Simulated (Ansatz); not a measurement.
# AlN (rocksalt): gap against strain (uniaxial along z, other directions held)

AlN in the rocksalt structure, relaxed with r2SCAN in the plane-wave code Ansatz, then strained (uniaxial along z, other directions held; changes of length per length, axes as in the cell below) with the atoms relaxed again within the symmetry that is left. Space group Fm-3m (No. 225), cubic; conventional cell a = 4.038 Å, 8.23 Å³ an atom. Around Al lie 6 N at 2.02 Å; around N lie 6 Al at 2.02 Å. Spin-unpolarised throughout. Whether this structure exists isn't addressed.

```
CELL_PARAMETERS angstrom
0.00000 2.01887 2.01887
2.01887 0.00000 2.01887
2.01887 2.01887 0.00000
ATOMIC_POSITIONS crystal
Al 0.00000 0.00000 0.00000
N 0.50000 0.50000 0.50000
```

Gaps are the least over each mesh (PBE 10×10×10, r2SCAN 10×10×10, HSE06 8×8×8 when unstrained) and the special points, which keep their unstrained names; stress is the change from the unstrained cell, compression positive.

```csv
strain (%),"gap, PBE (eV)","gap, r2SCAN (eV)","gap, HSE06 (eV)","edges, HSE06","stress along the strain, r2SCAN (GPa)","energy rise, r2SCAN (meV/atom)"
-4.0,4.746,5.573,6.083,Γ → X,+23.80,22.6
-3.11,4.722,5.586,6.141,Γ → X,+17.52,13.2
-2.0,4.698,5.558,6.115,Γ → X,+10.53,5.2
-1.62,4.691,5.550,6.107,Γ → X,+8.34,3.4
-1.0,4.681,5.538,6.096,Γ → X,+4.96,1.2
0.0,4.669,5.522,6.083,Γ → X,0.00,0.0
+1.0,4.496,5.343,5.890,Γ → X,-4.40,1.2
+3.0,4.172,5.007,5.528,Γ → X,-11.70,9.6
+4.0,4.021,4.851,5.360,Γ → X,-14.70,16.4
```

Question: Estimate the row for a strain of -3.0 %.

Answer:
```csv
strain (%),"gap, PBE (eV)","gap, r2SCAN (eV)","gap, HSE06 (eV)","edges, HSE06","stress along the strain, r2SCAN (GPa)","energy rise, r2SCAN (meV/atom)"
-3.0,4.719,5.583,6.137,Γ → X,+16.79,12.2
```

Between zero and the nearest strains the slope of the HSE06 gap against strain is -0.013 eV per percent for negative and -0.193 for positive strain.

The meshes of the hybrids are coarse, so their gaps aren't converged to the digits shown.
